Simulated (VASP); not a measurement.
# Te2Mo in VASP: a series of runs

Runs on Te2Mo. Level: PBE0. Tasks: single point.

All numbers are computed with VASP 6.6.1; they aren't measurements. Logs are shortened: lines on timing, memory, paths and dates and some standing lists are left out, and cuts for length are marked.

### Step 1. The slab as given

The cell holds a slab with vacuum, 3 atoms: a = 3.560 Å, b = 3.560 Å, c = 17.524 Å, α = 90.00°, β = 90.00°, γ = 120.00°.

### Step 2. Single point, PBE0

The input, POSCAR:

```
Te2Mo
1.0
    3.5602328140      0.0000000000      0.0000000000
   -1.7801164070      3.0832520603      0.0000000000
    0.0000000000      0.0000000000     17.5240578200
Te Mo
2 1
Direct
    0.3333333333      0.6666666667      0.1021445500
    0.3333333333      0.6666666667      0.8978554500
    0.0000000000      0.0000000000      0.0000000000
```

The input, INCAR.step1:

```
PREC = Accurate
ENCUT = 350
EDIFF = 1E-5
ISMEAR = 0
SIGMA = 0.01
LREAL = False
LASPH = True
NELM = 100
ALGO = Normal
ISIF = 2
LWAVE = True
LCHARG = False
NKRED = 1
NBANDS = 21
GGA = PE
```

The input, INCAR.step2:

```
PREC = Accurate
ENCUT = 350
EDIFF = 1E-6
ISMEAR = 0
SIGMA = 0.01
LREAL = False
LASPH = True
NELM = 100
ALGO = Normal
ISIF = 2
LWAVE = False
LCHARG = False
GGA = PE
LHFCALC = True
AEXX = 0.25
PRECFOCK = Normal
NKRED = 1
NBANDS = 21
ISTART = 1
```

The input, KPOINTS:

```
regular mesh
0
Gamma
  4 4 1
```

Potentials or basis: VASP PAW PBE potentials, release 64 (Te, Mo_sv).

Started as:

```
cat potpaw_PBE.64/Te/POTCAR potpaw_PBE.64/Mo_sv/POTCAR > POTCAR
cp INCAR.step1 INCAR
mpirun -np 1 vasp_std > vasp.out
cp INCAR.step2 INCAR
mpirun -np 1 vasp_std > vasp.out
```

OUTCAR:

```text
PREC = Accurate
   ENCUT = 350
   EDIFF = 1E-6
   ISMEAR = 0
   LREAL = False
   LASPH = True
   NELM = 100
   ISIF = 2
   GGA = PE
   LHFCALC = True
   AEXX = 0.25
   PRECFOCK = Normal
   NKRED = 1
   ISTART = 1

 Found      4 irreducible k-points:

 Following reciprocal coordinates:
            Coordinates               Weight
  0.000000  0.000000  0.000000      1.000000
  0.250000  0.000000  0.000000      6.000000
  0.500000  0.000000  0.000000      3.000000
  0.250000  0.250000  0.000000      6.000000
   k-points           NKPTS =      4   k-points in BZ     NKDIM =     16   number of bands    NBANDS=     21
   number of dos      NEDOS =    301   number of ions     NIONS =      3
   total plane-waves  NPLWV =  62208
   dimension x,y,z NGX =    24 NGY =   24 NGZ =  108
   dimension x,y,z NGXF=    48 NGYF=   48 NGZF=  216
   ions per type =               2   1
   NGX,Y,Z   is equivalent  to a cutoff of  11.21, 11.21, 10.25 a.u.
   NGXF,Y,Z  is equivalent  to a cutoff of  22.41, 22.41, 20.49 a.u.
 SYSTEM =  unknown system
   PREC   = accura    normal or accurate (medium, high low for compatibility)
   ISTART =      1    job   : 0-new  1-cont  2-samecut
   ICHARG =      0    charge: 1-file 2-atom 10-const
   ISPIN  =      1    spin polarized calculation?
   LNONCOLLINEAR =      F non collinear calculations
   LSORBIT =      F    spin-orbit coupling
   LASPH  =      T    aspherical Exc in radial PAW
   ENCUT  =  350.0 eV  25.72 Ry    5.07 a.u.   5.43  5.43 26.73*2*pi/ulx,y,z
   NELM   =    100;   NELMIN=  2; NELMDL=  0     # of ELM steps
   EDIFF  = 0.1E-05   stopping-criterion for ELM
   LREAL  =      F    real-space projection
   EDIFFG = 0.1E-04   stopping-criterion for IOM
   NSW    =      0    number of steps for IOM
   IBRION =     -1    ionic relax: 0-MD 1-quasi-New 2-CG
   NFREE  =      0    steps in history (QN), initial steepest desc. (CG)
   ISIF   =      2    stress and relaxation
   ISYM   =      3    0-nonsym 1-usesym 2-fastsym
   POTIM  = 0.5000    time-step for ionic-motion
   TEBEG  =    0.0;   TEEND  =   0.0 temperature during run
   PSTRESS=    0.0 pullay stress
   NELECT =      26.0000    total number of electrons
   NUPDOWN=      -1.0000    fix difference up-down
   EMIN   =  10.00;   EMAX   =-10.00  energy-range for DOS
   EFERMI =   0.00;   METHOD = LEGACY
   ISMEAR =     0;   SIGMA  =   0.01  broadening in eV -4-tet -1-fermi 0-gaus
   EFERMI_NEDOS =   21; number of points for ismear=-14 and -15
   IALGO  =     38    algorithm
   IMIX   =      1    mixing-type and parameters
     AMIX     =   0.40;   BMIX     =  1.00
     AMIX_MAG =   1.60;   BMIX_MAG =  1.00
  volume/ion in A,a.u.               =      64.12       432.71
  Fermi-wavevector in a.u.,A,eV,Ry     =   0.840153  1.587660  9.603777  0.705858
  Thomas-Fermi vector in A             =   1.954489
   LORBIT       =      0    0 simple, 1 ext, 2 COOP (PROOUT), +10 PAW based schemes
   GGA     = PE    functional components
   LHFCALC =     T    Hartree Fock is set to
   PRECFOCK=normal    Normal, Fast or Accurate (Low or Medium for compatibility)
   ENCUT4O =  -1.0   cutoff for four orbital integrals eV
   NKREDX  =     1    reduce k-point grid by
   NKREDY  =     1    reduce k-point grid by
   NKREDZ  =     1    reduce k-point grid by
   AEXX    =    0.2500 exact exchange contribution
   HFSCREEN=    0.0000 screening length (either q_TF or 0.3 A-1)
   HFSCREENC=   0.0000 screening length for correlation (either q_TF or 0.3 A-1)
   ENCUTFOCK=  -1.0 apply spherical cutoff to Coloumb kernel
   IVDW    =     0    specifies the selected vdW correction
   LEPSILON=     F    determine dielectric tensor
   LRPA    =     F    only Hartree local field effects (RPA)
 non-spin polarized calculation
 Gauss-broadening in eV      SIGMA  =   0.01
  energy-cutoff  :      350.00
  volume of cell :      192.36
 maximum number of plane-waves:      2969
 NGX is ok and might be reduce to    24
  NGX = 18; NGY = 18; NGZ = 84

 number of electron      26.0000004 magnetization

 Free energy of the ion-electron system (eV)
  ---------------------------------------------------
  ext. energy  EPLUGINS =         0.00000000
  ---------------------------------------------------
  free energy    TOTEN  =       -24.13129988 eV

  energy without entropy =      -24.13129988  energy(sigma->0) =      -24.13129988

 E-fermi :  -0.7696     XC(G=0):  -3.6948

 val. band max:       -0.9530663313   @ k =   0.2500   0.2500   0.0000
 cond. band min:       2.0386320361   @ k =   0.5000   0.0000   0.0000
 fundamental gap:      2.9916983674
 Fermi energy:        -0.7695986635

 k-point     1 :       0.0000    0.0000    0.0000
  band No.  band energies     occupation
      1     -65.3701      2.00000
      2     -38.0886      2.00000
      3     -37.9829      2.00000
      4     -37.9829      2.00000
      5     -14.4606      2.00000
      6     -13.3475      2.00000
[... 13 lines left out ...]
     20       5.9753      0.00000
     21       7.0190      0.00000

 k-point     2 :       0.2500    0.0000    0.0000
  band No.  band energies     occupation
      1     -65.3642      2.00000
      2     -38.0739      2.00000
      3     -38.0615      2.00000
      4     -38.0023      2.00000
      5     -13.5907      2.00000
      6     -12.7655      2.00000
[... 13 lines left out ...]
     20       6.8869      0.00000
     21       7.8523      0.00000

 k-point     3 :       0.5000    0.0000    0.0000
  band No.  band energies     occupation
      1     -65.3584      2.00000
      2     -38.1411      2.00000
      3     -38.0577      2.00000
      4     -38.0224      2.00000
      5     -12.3185      2.00000
      6     -11.9563      2.00000
[... 13 lines left out ...]
     20       7.3913      0.00000
     21       7.5802      0.00000

 k-point     4 :       0.2500    0.2500    0.0000
  band No.  band energies     occupation
      1     -65.3584      2.00000
      2     -38.1114      2.00000
      3     -38.0586      2.00000
      4     -38.0507      2.00000
      5     -12.3826      2.00000
      6     -11.9704      2.00000
[... 13 lines left out ...]
     20       7.6194      0.00000
     21       7.7048      0.00000

------------------------ aborting loop because EDIFF is reached ----------------------------------------

  FORCE on cell =-STRESS in cart. coord.  units (eV):
  Direction    XX          YY          ZZ          XY          YZ          ZX
  --------------------------------------------------------------------------------------
  -------------------------------------------------------------------------------------
  Total       -1.8566084     -1.8566084     -1.3363335      0.0000000      0.0000000      0.0000000
  in kB      -15.4635349    -15.4635349    -11.1302095      0.0000000      0.0000000      0.0000000
  external PRESSURE =     -14.0190931 kB  Pullay stress =       0.0000000 kB

 VOLUME and BASIS-vectors are now :
 -----------------------------------------------------------------------------
  energy-cutoff  :      350.00
  volume of cell :      192.36
      direct lattice vectors                 reciprocal lattice vectors
     3.560232814  0.000000000  0.000000000     0.280880508  0.162166437  0.000000000
    -1.780116407  3.083252060  0.000000000     0.000000000  0.324332873  0.000000000
     0.000000000  0.000000000 17.524057820     0.000000000  0.000000000  0.057064409

 POSITION                                       TOTAL-FORCE (eV/Angst)
 -----------------------------------------------------------------------------------
     -0.00000      2.05550      1.78999         0.000000     -0.000000     -0.307332
     -0.00000      2.05550     15.73407         0.000000     -0.000000      0.307332
      0.00000      0.00000      0.00000        -0.000000      0.000000      0.000000
 -----------------------------------------------------------------------------------
    total drift:                                0.000007     -0.000004      0.000001

  FREE ENERGIE OF THE ION-ELECTRON SYSTEM (eV)
  ---------------------------------------------------
  free  energy   TOTEN  =       -24.1312998838 eV

  energy  without entropy=      -24.1312998838  energy(sigma->0) =      -24.13129988
```

Run time: 1.8 min. Hardware: 1 thread of Intel Xeon 6975P-C (Granite Rapids), shared host; peak memory 0.24 GiB.

The run converged, but some of its settings lie outside the range that counts as converged, so its numbers aren't taken as properties of the slab.

Results:

```
Free energy            : -24.1313 eV
Largest force          : 0.307 eV/Å
Band gap on the k mesh : 2.99 eV, indirect (least direct gap 3.01 eV)
```

Caveat: the k mesh is coarse (spacing up to 0.51 Å⁻¹), so the values aren't converged, least of all with exact exchange; the PAW data sets were made with another functional, which shifts forces and pressure a little; spin-orbit coupling is left out, which moves the levels of the heavy elements.

### Step 3. Single point, PBE0

POSCAR is that of step 2.

Changes to INCAR.step1 since step 2:

```diff
@@ -1,3 +1,3 @@
 PREC = Accurate
-ENCUT = 350
+ENCUT = 300
 EDIFF = 1E-5
```

Changes to INCAR.step2 since step 2:

```diff
@@ -1,3 +1,3 @@
 PREC = Accurate
-ENCUT = 350
+ENCUT = 300
 EDIFF = 1E-6
@@ -15,3 +15,3 @@
 AEXX = 0.25
-PRECFOCK = Normal
+PRECFOCK = Fast
 NKRED = 1
```

The input, KPOINTS:

```
regular mesh
0
Gamma
  5 5 1
```

Potentials or basis: VASP PAW PBE potentials, release 64 (Te, Mo_sv).

Started as:

```
cat potpaw_PBE.64/Te/POTCAR potpaw_PBE.64/Mo_sv/POTCAR > POTCAR
cp INCAR.step1 INCAR
mpirun -np 1 vasp_std > vasp.out
cp INCAR.step2 INCAR
mpirun -np 1 vasp_std > vasp.out
```

Wall time 66 s (1 thread of Intel Xeon 6975P-C (Granite Rapids), shared host); peak memory 0.19 GiB.

These settings aren't checked as converged: the numbers below hold their error.

What came out:

| Quantity | Value |
| --- | --- |
| Free energy | -24.0371 eV |
| Largest force | 0.305 eV/Å |
| Band gap on the k mesh | 2.64 eV, direct |

Caveat: the cutoff is under 1.25 times the usual one of these potentials, so pressure, stress and relaxed cells hold a basis-set (Pulay) error; the PAW data sets were made with another functional, which shifts forces and pressure a little; spin-orbit coupling is left out, which moves the levels of the heavy elements.

### Step 4. Single point, PBE0

POSCAR is that of step 3.

Changes to INCAR.step1 since step 3:

```diff
@@ -1,3 +1,3 @@
 PREC = Accurate
-ENCUT = 300
+ENCUT = 500
 EDIFF = 1E-5
```

Changes to INCAR.step2 since step 3:

```diff
@@ -1,3 +1,3 @@
 PREC = Accurate
-ENCUT = 300
+ENCUT = 500
 EDIFF = 1E-6
```

The input, KPOINTS:

```
regular mesh
0
Gamma
  4 4 1
```

Potentials or basis: VASP PAW PBE potentials, release 64 (Te, Mo_sv).

Started as:

```
cat potpaw_PBE.64/Te/POTCAR potpaw_PBE.64/Mo_sv/POTCAR > POTCAR
cp INCAR.step1 INCAR
mpirun -np 1 vasp_std > vasp.out
cp INCAR.step2 INCAR
mpirun -np 1 vasp_std > vasp.out
```

OUTCAR:

```text
PREC = Accurate
   ENCUT = 500
   EDIFF = 1E-6
   ISMEAR = 0
   LREAL = False
   LASPH = True
   NELM = 100
   ISIF = 2
   GGA = PE
   LHFCALC = True
   AEXX = 0.25
   PRECFOCK = Fast
   NKRED = 1
   ISTART = 1

 Found      4 irreducible k-points:

 Following reciprocal coordinates:
            Coordinates               Weight
  0.000000  0.000000  0.000000      1.000000
  0.250000  0.000000  0.000000      6.000000
  0.500000  0.000000  0.000000      3.000000
  0.250000  0.250000  0.000000      6.000000
   k-points           NKPTS =      4   k-points in BZ     NKDIM =     16   number of bands    NBANDS=     21
   number of dos      NEDOS =    301   number of ions     NIONS =      3
   total plane-waves  NPLWV = 100352
   dimension x,y,z NGX =    28 NGY =   28 NGZ =  128
   dimension x,y,z NGXF=    56 NGYF=   56 NGZF=  256
   ions per type =               2   1
   NGX,Y,Z   is equivalent  to a cutoff of  13.07, 13.07, 12.14 a.u.
   NGXF,Y,Z  is equivalent  to a cutoff of  26.15, 26.15, 24.29 a.u.
 SYSTEM =  unknown system
   PREC   = accura    normal or accurate (medium, high low for compatibility)
   ISTART =      1    job   : 0-new  1-cont  2-samecut
   ICHARG =      0    charge: 1-file 2-atom 10-const
[... 61 lines left out ...]

  energy without entropy =      -24.12759427  energy(sigma->0) =      -24.12759427

 E-fermi :  -0.7710     XC(G=0):  -3.7013

 val. band max:       -0.9524454757   @ k =   0.2500   0.2500   0.0000
 cond. band min:       2.0380756785   @ k =   0.5000   0.0000   0.0000
 fundamental gap:      2.9905211543
 Fermi energy:        -0.7710224220

 k-point     1 :       0.0000    0.0000    0.0000
  band No.  band energies     occupation
      1     -65.3809      2.00000
      2     -38.0918      2.00000
      3     -37.9855      2.00000
      4     -37.9855      2.00000
      5     -14.4597      2.00000
      6     -13.3473      2.00000
[... 85 lines left out ...]
     20       7.6170      0.00000
     21       7.6990      0.00000

------------------------ aborting loop because EDIFF is reached ----------------------------------------

  FORCE on cell =-STRESS in cart. coord.  units (eV):
  Direction    XX          YY          ZZ          XY          YZ          ZX
  --------------------------------------------------------------------------------------
  -------------------------------------------------------------------------------------
  Total       -1.7184714     -1.7184714     -1.2078575     -0.0000000      0.0000000      0.0000000
  in kB      -14.3130033    -14.3130033    -10.0601438     -0.0000000      0.0000000      0.0000000
  external PRESSURE =     -12.8953835 kB  Pullay stress =       0.0000000 kB

 VOLUME and BASIS-vectors are now :
 -----------------------------------------------------------------------------
  energy-cutoff  :      500.00
  volume of cell :      192.36
      direct lattice vectors                 reciprocal lattice vectors
     3.560232814  0.000000000  0.000000000     0.280880508  0.162166437  0.000000000
    -1.780116407  3.083252060  0.000000000     0.000000000  0.324332873  0.000000000
     0.000000000  0.000000000 17.524057820     0.000000000  0.000000000  0.057064409

 POSITION                                       TOTAL-FORCE (eV/Angst)
 -----------------------------------------------------------------------------------
     -0.00000      2.05550      1.78999        -0.000000     -0.000000     -0.313504
     -0.00000      2.05550     15.73407        -0.000000     -0.000000      0.313504
      0.00000      0.00000      0.00000         0.000000      0.000000      0.000000
 -----------------------------------------------------------------------------------
    total drift:                               -0.000000      0.000000     -0.000001

  FREE ENERGIE OF THE ION-ELECTRON SYSTEM (eV)
  ---------------------------------------------------
  free  energy   TOTEN  =       -24.1275942682 eV

  energy  without entropy=      -24.1275942682  energy(sigma->0) =      -24.12759427
```

OUTCAR.step1:

```text
PREC = Accurate
   ENCUT = 500
   EDIFF = 1E-5
   ISMEAR = 0
   LREAL = False
[... 206 lines left out ...]
     -0.00000      2.05550      1.78999         0.000000      0.000000      0.240794
     -0.00000      2.05550     15.73407        -0.000000     -0.000000     -0.240794
      0.00000      0.00000      0.00000         0.000000     -0.000000      0.000000
 -----------------------------------------------------------------------------------
    total drift:                                0.000000     -0.000000     -0.000000

  FREE ENERGIE OF THE ION-ELECTRON SYSTEM (eV)
  ---------------------------------------------------
  free  energy   TOTEN  =       -18.0670252530 eV

  energy  without entropy=      -18.0670252530  energy(sigma->0) =      -18.06702525
```

OSZICAR.step1:

```text
N       E                     dE             d eps       ncg     rms          rms(c)
DAV:   1     0.117261040913E+03    0.11726E+03   -0.11581E+04   224   0.975E+02
DAV:   2    -0.110571564838E+02   -0.12832E+03   -0.12365E+03   228   0.200E+02
DAV:   3    -0.185595792053E+02   -0.75024E+01   -0.74272E+01   219   0.396E+01
[... 11 lines left out ...]
DAV:  15    -0.180668767806E+02   -0.11892E-04   -0.28983E-05   157   0.203E-02    0.936E-03
DAV:  16    -0.180669180067E+02   -0.41226E-04   -0.76907E-06   162   0.903E-03    0.448E-03
DAV:  17    -0.180669730999E+02   -0.55093E-04   -0.16566E-06   146   0.418E-03    0.381E-03
DAV:  18    -0.180670164620E+02   -0.43362E-04   -0.14539E-06   138   0.346E-03    0.136E-03
DAV:  19    -0.180670252530E+02   -0.87909E-05   -0.27470E-07   114   0.137E-03
   1 F= -.18067025E+02 E0= -.18067025E+02  d E =-.227304E-91
```

Run time: 76 s. Hardware: 1 thread of Intel Xeon 6975P-C (Granite Rapids), shared host; peak memory 0.3 GiB.

The run converged, but some of its settings lie outside the range that counts as converged, so its numbers aren't taken as properties of the slab.

What came out:

```
Free energy            : -24.1276 eV
Largest force          : 0.314 eV/Å
Band gap on the k mesh : 2.99 eV, indirect (least direct gap 3.01 eV)
```

Caveat: the k mesh is coarse (spacing up to 0.51 Å⁻¹), so the values aren't converged, least of all with exact exchange; the PAW data sets were made with another functional, which shifts forces and pressure a little; spin-orbit coupling is left out, which moves the levels of the heavy elements.

(Continued in part 2 of 2.)
